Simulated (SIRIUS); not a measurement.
**Zr: equation of state with PBE**

The system is Zr.

```
CELL_PARAMETERS angstrom
-1.81000 1.81000 1.81000
1.81000 -1.81000 1.81000
1.81000 1.81000 -1.81000
ATOMIC_POSITIONS crystal
Zr 0.00000 0.00000 0.00000
```

This isn't the form of Zr at room conditions, which is hcp.

- Program: SIRIUS 7.12.0
- Task: equation of state
- Functional: PBE
- Potentials or basis: all-electron FP-LAPW
- Cutoff: 163 eV
- Basis: apw+lo standard
- k mesh: 10 × 10 × 10
- Occupations: fermi-dirac, width 0.05 eV
- Spin: no spin polarisation

```json
{
 "Equilibrium volume": "22.74 Å³/atom",
 "Bulk modulus": "85 GPa",
 "Pressure derivative of the bulk modulus": "3.1"
}
```

Energy against volume, from the lowest point:
```csv
volume (Å³/atom),energy (meV/atom)
22.296,2.30
22.770,0.00
23.245,2.81
23.719,10.48
24.193,22.71
24.668,38.77
25.142,58.71
```

All runs of the series together: 2.6 min on 1 thread of Arm Neoverse V1 (shared host).
